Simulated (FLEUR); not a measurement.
# Lu (P6_3/mmc) in FLEUR: a series of runs

One crystal, Lu, is run at these levels: PBEsol; tasks: band structure, equation of state.

All numbers are computed with FLEUR MaX-R8.1 (later development tree); they aren't measurements. Logs are shortened: lines on timing, memory, paths and dates and some standing lists are left out, and cuts for length are marked.

## (1) The crystal as given

Symmetry: P6_3/mmc, No. 194, hexagonal system. The conventional cell has a = 3.503 Å, b = 3.503 Å, c = 5.551 Å, α = 90.00°, β = 90.00°, γ = 120.00°. Lu (site symmetry -6m2) has 12 Lu at 3.43 to 3.50 Å as nearest neighbours.

## (2) Band structure, PBEsol

Input file inp.xml:

```xml
<?xml version="1.0" encoding="UTF-8" standalone="no"?>
<fleurInput fleurInputVersion="0.39">
   <comment>
      Lu                                                                                                  
   </comment>
   <calculationSetup>
      <cutoffs Kmax="4.1" Gmax="12.7" GmaxXC="12.7" numbands="0"/>
      <scfLoop itmax="60" minDistance="0.00001" maxIterBroyd="15" imix="Anderson" alpha="0.05" precondParam="0.0" spinf="2.0" sdNocoIR="T"/>
      <coreElectrons ctail="T" frcor="F" kcrel="0" coretail_lmax="0"/>
      <xcFunctional name="PBEs" relativisticCorrections="F"/>
      <magnetism jspins="1"/>
      <soc l_soc="F" theta="0.0" phi="0.0" spav="F"/>
      <expertModes spex="0" secvar="F"/>
      <geometryOptimization l_f="F" forcealpha="1.0" forcemix="BFGS" epsdisp="0.00001" epsforce="0.00001"/>
      <ldaU l_linMix="F" mixParam="0.05" spinf="1.0"/>
   </calculationSetup>
   <cell>
      <bzIntegration valenceElectrons="50.0" mode="hist" fermiSmearingEnergy="0.00183747">
         <kPointListSelection listName="default-1"/>
         <!-- k-points included here -->
         <xi:include xmlns:xi="http://www.w3.org/2001/XInclude" href="kpts.xml"> </xi:include>
      </bzIntegration>
      <!-- symmetry operations included here -->
      <xi:include xmlns:xi="http://www.w3.org/2001/XInclude" href="sym.xml"> </xi:include>
      <bulkLattice scale="1.0">
         <bravaisMatrix>
            <row-1>    6.6198995870862598     0.0000000000000000     0.0000000000000000</row-1>
            <row-2>   -3.3099497935431299     5.7330012129239813     0.0000000000000000</row-2>
            <row-3>    0.0000000000000000     0.0000000000000000    10.4896807450421399</row-3>
         </bravaisMatrix>
      </bulkLattice>
   </cell>
   <atomSpecies>
      <species name="Lutetium (Lu)" element="Lu" atomicNumber="71">
         <mtSphere radius="2.66" gridPoints="879" logIncrement="0.015"/>
         <atomicCutoffs lmax="11" lnonsphr="8"/>
         <electronConfig flipSpins="F">
            <coreConfig>(1s1/2) (2s1/2) (2p1/2) (2p3/2) (3s1/2) (3p1/2) (3p3/2) (4s1/2) (3d3/2) (3d5/2) (4p1/2) (4p3/2) (4d3/2) (4d5/2)</coreConfig>
            <valenceConfig>(5s1/2) (5p1/2) (5p3/2) (6s1/2) (4f5/2) (4f7/2) (5d3/2) (5d5/2)</valenceConfig>
            <stateOccupation state="(5d3/2)" spinUp="0.200000" spinDown="0.200000"/>
            <stateOccupation state="(5d5/2)" spinUp="0.300000" spinDown="0.300000"/>
         </electronConfig>
         <energyParameters s="6" p="6" d="5" f="4"/>
         <lo type="SCLO" l="0" n="5" eDeriv="0"/>
         <lo type="SCLO" l="1" n="5" eDeriv="0"/>
         <lo type="SCLO" l="2" n="5" eDeriv="2"/>
         <lo type="SCLO" l="3" n="4" eDeriv="2"/>
      </species>
   </atomSpecies>
   <atomGroups>
      <atomGroup species="Lutetium (Lu)">
         <relPos label="                   1">-1.000/3.000 1.000/3.000 -1.000/4.000</relPos>
         <relPos label="                   2">1.000/3.000 -1.000/3.000 1.000/4.000</relPos>
         <force calculate="T" relaxXYZ="TTT"/>
      </atomGroup>
   </atomGroups>
   <output dos="F" band="F" slice="F">
      <checks vchk="F" cdinf="F"/>
      <bandDOS minEnergy="-.5*Htr" maxEnergy="0.5*Htr" sigma="0.015" storeEVData="T"/>
      <vacuumDOS vacdos="F" integ="F" star="F" nstars="0" locx1="0.0" locy1="0.0" locx2="0.0" locy2="0.0" nstm="0" tworkf="0.0"/>
      <unfoldingBand unfoldBand="F" supercellX="1" supercellY="1" supercellZ="1"/>
      <plotting iplot="0" polar="F">
         <plot TwoD="T" vec1="  1.0  0.0  0.0" vec2="  0.0  1.0  0.0" vec3="  0.0  0.0  1.0" zero="  0.0  0.0  0.0" file="plot"/>
      </plotting>
      <chargeDensitySlicing numkpt="0" minEigenval="0.0" maxEigenval="0.0" nnne="0" pallst="F"/>
      <specialOutput eonly="F"/>
      <moessbauerParams electricFieldGradient="T" isomerShift="T" coreHyperfine="T" valenceHyperfine="T"/>
      <magneticCircularDichroism mcd="F" energyLo="-10.0" energyUp="0.0"/>
   </output>
  <!-- We include the file relax.xml here to enable relaxations (see documentation) -->
  <xi:include xmlns:xi="http://www.w3.org/2001/XInclude" href="relax.xml"> <xi:fallback/> </xi:include>
</fleurInput>
```

Input file crystal.txt:

```
Lu
&input cartesian=F /
3.5031000000  0.0000000000  0.0000000000
-1.7515500000  3.0337735920  0.0000000000
0.0000000000  0.0000000000  5.5509000000
1.8897261246
1.0 1.0 1.0

2
71 0.6666666667  0.3333333333  0.7500000000
71 0.3333333333  0.6666666667  0.2500000000

&kpt div1=9 div2=9 div3=5 gamma=T /
```

Input file inp.xml (bands):

```
<?xml version="1.0" encoding="UTF-8" standalone="no"?>
<fleurInput fleurInputVersion="0.39">
   <comment>
      Lu                                                                                                  
   </comment>
   <calculationSetup>
      <cutoffs Kmax="4.1" Gmax="12.7" GmaxXC="12.7" numbands="0"/>
      <scfLoop itmax="60" minDistance="0.00001" maxIterBroyd="15" imix="Anderson" alpha="0.05" precondParam="0.0" spinf="2.0" sdNocoIR="T"/>
      <coreElectrons ctail="T" frcor="F" kcrel="0" coretail_lmax="0"/>
      <xcFunctional name="PBEs" relativisticCorrections="F"/>
      <magnetism jspins="1"/>
      <soc l_soc="F" theta="0.0" phi="0.0" spav="F"/>
      <expertModes spex="0" secvar="F"/>
      <geometryOptimization l_f="F" forcealpha="1.0" forcemix="BFGS" epsdisp="0.00001" epsforce="0.00001"/>
      <ldaU l_linMix="F" mixParam="0.05" spinf="1.0"/>
   </calculationSetup>
   <cell>
      <bzIntegration valenceElectrons="50.0" mode="hist" fermiSmearingEnergy="0.00183747">
         <kPointListSelection listName="path-1"/>
         <!-- k-points included here -->
         <xi:include xmlns:xi="http://www.w3.org/2001/XInclude" href="kpts.xml"> </xi:include>
      </bzIntegration>
      <!-- symmetry operations included here -->
      <xi:include xmlns:xi="http://www.w3.org/2001/XInclude" href="sym.xml"> </xi:include>
      <bulkLattice scale="1.0">
         <bravaisMatrix>
            <row-1>    6.6198995870862598     0.0000000000000000     0.0000000000000000</row-1>
            <row-2>   -3.3099497935431299     5.7330012129239813     0.0000000000000000</row-2>
            <row-3>    0.0000000000000000     0.0000000000000000    10.4896807450421399</row-3>
         </bravaisMatrix>
      </bulkLattice>
   </cell>
   <atomSpecies>
      <species name="Lutetium (Lu)" element="Lu" atomicNumber="71">
         <mtSphere radius="2.66" gridPoints="879" logIncrement="0.015"/>
         <atomicCutoffs lmax="11" lnonsphr="8"/>
         <electronConfig flipSpins="F">
            <coreConfig>(1s1/2) (2s1/2) (2p1/2) (2p3/2) (3s1/2) (3p1/2) (3p3/2) (4s1/2) (3d3/2) (3d5/2) (4p1/2) (4p3/2) (4d3/2) (4d5/2)</coreConfig>
            <valenceConfig>(5s1/2) (5p1/2) (5p3/2) (6s1/2) (4f5/2) (4f7/2) (5d3/2) (5d5/2)</valenceConfig>
            <stateOccupation state="(5d3/2)" spinUp="0.200000" spinDown="0.200000"/>
            <stateOccupation state="(5d5/2)" spinUp="0.300000" spinDown="0.300000"/>
         </electronConfig>
         <energyParameters s="6" p="6" d="5" f="4"/>
         <lo type="SCLO" l="0" n="5" eDeriv="0"/>
         <lo type="SCLO" l="1" n="5" eDeriv="0"/>
         <lo type="SCLO" l="2" n="5" eDeriv="2"/>
         <lo type="SCLO" l="3" n="4" eDeriv="2"/>
      </species>
   </atomSpecies>
   <atomGroups>
      <atomGroup species="Lutetium (Lu)">
         <relPos label="                   1">-1.000/3.000 1.000/3.000 -1.000/4.000</relPos>
         <relPos label="                   2">1.000/3.000 -1.000/3.000 1.000/4.000</relPos>
         <force calculate="T" relaxXYZ="TTT"/>
      </atomGroup>
   </atomGroups>
   <output dos="F" band="T" slice="F">
      <checks vchk="F" cdinf="F"/>
      <bandDOS minEnergy="-.5*Htr" maxEnergy="0.5*Htr" sigma="0.015" storeEVData="T"/>
      <vacuumDOS vacdos="F" integ="F" star="F" nstars="0" locx1="0.0" locy1="0.0" locx2="0.0" locy2="0.0" nstm="0" tworkf="0.0"/>
      <unfoldingBand unfoldBand="F" supercellX="1" supercellY="1" supercellZ="1"/>
      <plotting iplot="0" polar="F">
         <plot TwoD="T" vec1="  1.0  0.0  0.0" vec2="  0.0  1.0  0.0" vec3="  0.0  0.0  1.0" zero="  0.0  0.0  0.0" file="plot"/>
      </plotting>
      <chargeDensitySlicing numkpt="0" minEigenval="0.0" maxEigenval="0.0" nnne="0" pallst="F"/>
      <specialOutput eonly="F"/>
      <moessbauerParams electricFieldGradient="T" isomerShift="T" coreHyperfine="T" valenceHyperfine="T"/>
      <magneticCircularDichroism mcd="F" energyLo="-10.0" energyUp="0.0"/>
   </output>
  <!-- We include the file relax.xml here to enable relaxations (see documentation) -->
  <xi:include xmlns:xi="http://www.w3.org/2001/XInclude" href="relax.xml"> <xi:fallback/> </xi:include>
</fleurInput>
```

Potentials or basis: all-electron, FLAPW.

The run is started by

```bash
> inpgen -f crystal.txt -profile fastHighL
> # inp.xml edited to the form shown
> fleur_MPI
> fleur_MPI   # second run, on inp.xml (bands)
```

Output:

```text
Welcome to FLEUR        (www.flapw.de)
      MaX-Release 8.1          (www.max-centre.eu)

 ========== k-point set info ==========
 Selected k-point list: default-1
 k-point list type: mesh
 9 x 9 x 5
 Number of k points: 36

 ------------Calculation Setup---------------------------
 Number of MPI-tasks      :            1
 Number of PE/node        :            1
 Number of OMP-threads    :            1
 Most efficient MPI parallelization for:
           1           2           3           4           6           9          12          18          36
 Additional eigenvalue parallelization possible
 Number of basis functions:          538
 Approximate size of matrices (H+S) per k-point:         0.004 GB
 --------------------------------------------------------
 Iteration:     1   Distance:       7.02036755 me/bohr^3
 Iteration:     2   Distance:       6.16901433 me/bohr^3
 Iteration:     3   Distance:       3.70673324 me/bohr^3
 Iteration:     4   Distance:       1.09819912 me/bohr^3
 Iteration:     5   Distance:       1.03541455 me/bohr^3
 Iteration:     6   Distance:       0.39119967 me/bohr^3
 Iteration:     7   Distance:       0.36784065 me/bohr^3
 Iteration:     8   Distance:       0.01797105 me/bohr^3
 Iteration:     9   Distance:       0.00910681 me/bohr^3
 Iteration:    10   Distance:       0.00094161 me/bohr^3
 Iteration:    11   Distance:       0.00017634 me/bohr^3
 Iteration:    12   Distance:       0.00037239 me/bohr^3
 Iteration:    13   Distance:       0.00004622 me/bohr^3
 Iteration:    14   Distance:       0.00000408 me/bohr^3

 ********************************************************************
 Run finished successfully
 Stop message:
   all done
 ********************************************************************
```

output (bands):

```text
Welcome to FLEUR        (www.flapw.de)
      MaX-Release 8.1          (www.max-centre.eu)

 ========== k-point set info ==========
 Selected k-point list: path-1
 k-point list type: path
 Number of k points: 60

 ------------Calculation Setup---------------------------
 Number of MPI-tasks      :            1
 Number of PE/node        :            1
 Number of OMP-threads    :            1
 Most efficient MPI parallelization for:
           1           2           3           4           5           6          10          12          15          20          30          60
 Additional eigenvalue parallelization possible
 Number of basis functions:          550
 Approximate size of matrices (H+S) per k-point:         0.005 GB
 --------------------------------------------------------
 Fermi energy correction for metals:
 Fermi energy in bands.* files may not be consistent with last density.
 Please correct it manually (e.g. in band.gnu file).

 Note: Band structure data (together with different weights) is also stored in the banddos.hdf file.
       A convenient way of extracting and plotting the data from that file is by making use of the

 ********************************************************************
 Run finished successfully
 Stop message:
   Charge density postprocessing done.
 ********************************************************************
```

out.xml (last iteration):

```text
<iteration numberForCurrentRun="   14" overallNumber="   14">
         <energyParameters units="Htr">
            <atomicEP atomType="1" spin="1" branch="6s" branchLowest="-1.75" branchHighest="1.86" value="0.1966047776"/>
            <atomicEP atomType="1" spin="1" branch="6p" branchLowest="-0.61" branchHighest="2.68" value="0.3295583779"/>
            <atomicEP atomType="1" spin="1" branch="5d" branchLowest="-6.57" branchHighest="0.86" value="0.3418639157"/>
            <atomicEP atomType="1" spin="1" branch="4f" branchLowest="-9.99" branchHighest="0.12" value="0.1306625413"/>
            <loAtomicEP atomType="1" spin="1" branch="5s" branchLowest="-17.34" branchHighest="-1.75" value="-1.7749907833"/>
            <loAtomicEP atomType="1" spin="1" branch="5p" branchLowest="-12.66" branchHighest="-0.61" value="-0.7130944276"/>
            <loAtomicEP atomType="1" spin="1" branch="5d" branchLowest="-6.57" branchHighest="0.86" value="0.3392087393"/>
            <loAtomicEP atomType="1" spin="1" branch="4f" branchLowest="-9.99" branchHighest="0.12" value="0.1119933687"/>
         </energyParameters>
         <eigenvalues>
            <eigenvaluesAt spin="1" ikpt="1" k_x="0.00000000" k_y="0.00000000" k_z="0.00000000">
                      -1.7759489224       -1.7747818058       -0.7071297694       -0.6920440989       -0.6920440989
                      -0.6892437353       -0.6892437353       -0.6883671294        0.0677882446        0.1050635635
                       0.1052542365        0.1055471728        0.1064868238        0.1064868238        0.1067454204
                       0.1067454204        0.1070781978        0.1070781978        0.1073490620        0.1082824938
                       0.1082824938        0.1088999928        0.1090387058        0.1990047436        0.3087363099
                       0.3687484270        0.3687484270        0.3788162549        0.3941857616        0.3941857616
                       0.4162125143        0.4162125143        0.4975753960        0.4975753960        0.5735660686
                       0.6591717591        0.7226975288        0.7639194039        0.8283523399
            </eigenvaluesAt>
            <eigenvaluesAt spin="1" ikpt="2" k_x="0.00000000" k_y="0.00000000" k_z="0.20000000">
                      -1.7758378014       -1.7748935814       -0.7054209269       -0.6917782459       -0.6917782459
                      -0.6902480091       -0.6895127192       -0.6895127192        0.0782608009        0.1048018734
                       0.1053567189        0.1057361450        0.1060411980        0.1060411980        0.1066736306
                       0.1066736306        0.1072475969        0.1074178617        0.1074178617        0.1085147047
[... 55 lines left out ...]
         </allElectronCharges>
         <moessbauerParams unitsHFF="kG" unitsIS="e/bohr^3" unitsEFG="Htr/bohr^2">
            <coreIsomerShift atomType="1" isTotal="1177920.46438">
               <shell n="1" l="0" isomerShift="991585.00334"/>
               <shell n="2" l="0" isomerShift="138220.50248"/>
               <shell n="2" l="1" isomerShift="7608.36225"/>
               <shell n="3" l="0" isomerShift="30686.14664"/>
               <shell n="3" l="1" isomerShift="1882.71746"/>
               <shell n="4" l="0" isomerShift="7490.27628"/>
               <shell n="3" l="2" isomerShift="0.00070"/>
               <shell n="4" l="1" isomerShift="447.45505"/>
               <shell n="4" l="2" isomerShift="0.00017"/>
            </coreIsomerShift>
            <isomerShift atomType="1" nucleusRadius="0.0001321" averageDensity="1179191.87236"/>
            <electricFieldGradient atomType="1" VXX="-0.27984" VYY="-0.27984" VZZ="0.55968" asymParam="0.00000">
            </electricFieldGradient>
         </moessbauerParams>
         <totalEnergy                                    value="   -29153.3809529880" units="Htr">
            <sumOfEigenvalues                            value="   -17821.1416297667">
               <coreElectrons value="-17810.0405576466"/>
               <valenceElectrons value="-11.1010721201"/>
            </sumOfEigenvalues>
            <densityCoulombPotentialIntegral value="-49536.2178500986"/>
            <densityEffectivePotentialIntegral value="-50320.4656033743"/>
            <chargeDenXCDenIntegral value="-595.5538479780"/>
            <FockExchangeEnergyValence value="0.0000000000"/>
            <FockExchangeEnergyCore value="0.0000000000"/>
            <atomTypeDependentContributions atomType="1">
               <electronNucleiInteractionDifferentMTs value="36218.5765501630"/>
               <MadelungTerm value="-70.4656034053"/>
            </atomTypeDependentContributions>
            <tkbTimesEntropy value="0.0011291894"/>
            <freeEnergy value="-29153.3820821773"/>
            <extrapolationTo0K value="-29153.3815175827"/>
         </totalEnergy>
         <densityConvergence units="me/bohr^3">
            <chargeDensity spin="1" distance="0.0000040782"/>
         </densityConvergence>
      </iteration>
```

Run time: 52 s. Hardware: 1 thread of Arm Neoverse V1, shared host; peak memory 0.08 GiB.

Results:

```
Free energy                                           : -793303.9402 eV
Band gap along the path                               : none (metal or under the smearing width)
Valence electrons inside the program's atomic spheres : Lu 22.95 (radii Lu 2.66 bohr)
```

Levels at the corners of the path, in eV from the Fermi level:
| point | band 21 | band 22 | band 23 | band 24 | band 25 | band 26 | band 27 | band 28 |
| --- | --- | --- | --- | --- | --- | --- | --- | --- |
| Γ | -4.91 | -4.89 | -4.89 | -2.44 | 0.54 | 2.18 | 2.18 | 2.45 |
| M | -4.91 | -4.89 | -2.34 | -1.38 | -0.84 | -0.33 | 1.51 | 1.90 |
| K | -4.91 | -4.91 | -0.97 | -0.97 | -0.62 | -0.61 | 1.24 | 1.24 |
| Γ | -4.91 | -4.89 | -4.89 | -2.44 | 0.54 | 2.18 | 2.18 | 2.45 |
| A | -4.89 | -4.89 | -4.40 | -4.40 | 1.13 | 1.13 | 2.10 | 2.10 |
| L | -4.91 | -4.91 | -2.09 | -2.09 | 0.07 | 0.07 | 1.33 | 1.33 |
| H | -4.91 | -4.91 | -0.60 | -0.60 | -0.44 | -0.44 | 0.35 | 0.35 |
| A | -4.89 | -4.89 | -4.40 | -4.40 | 1.13 | 1.13 | 2.10 | 2.10 |
| L | -4.91 | -4.91 | -2.09 | -2.09 | 0.07 | 0.07 | 1.33 | 1.33 |
| M | -4.91 | -4.89 | -2.34 | -1.38 | -0.84 | -0.33 | 1.51 | 1.90 |
| K | -4.91 | -4.91 | -0.97 | -0.97 | -0.62 | -0.61 | 1.24 | 1.24 |
| H | -4.91 | -4.91 | -0.60 | -0.60 | -0.44 | -0.44 | 0.35 | 0.35 |

Core levels (eV from the Fermi level):
```
atom                                                                                                                                                                                                          levels
1 Lu  1s1/2 -63136.2, 2s1/2 -10737.1, 2p1/2 -10248.1, 2p3/2 -9131.1, 3s1/2 -2429.5, 3p1/2 -2213.2, 3p3/2 -1975.0, 4s1/2 -479.6, 3d3/2 -1608.0, 3d5/2 -1556.0, 4p1/2 -391.6, 4p3/2 -337.3, 4d3/2 -192.7, 4d5/2 -182.8
2 Lu  1s1/2 -63136.2, 2s1/2 -10737.1, 2p1/2 -10248.1, 2p3/2 -9131.1, 3s1/2 -2429.5, 3p1/2 -2213.2, 3p3/2 -1975.0, 4s1/2 -479.6, 3d3/2 -1608.0, 3d5/2 -1556.0, 4p1/2 -391.6, 4p3/2 -337.3, 4d3/2 -192.7, 4d5/2 -182.8
```

Caveat: spin-orbit coupling is left out, which moves the levels of the heavy elements.

(Part 1 of 2 ends here.)
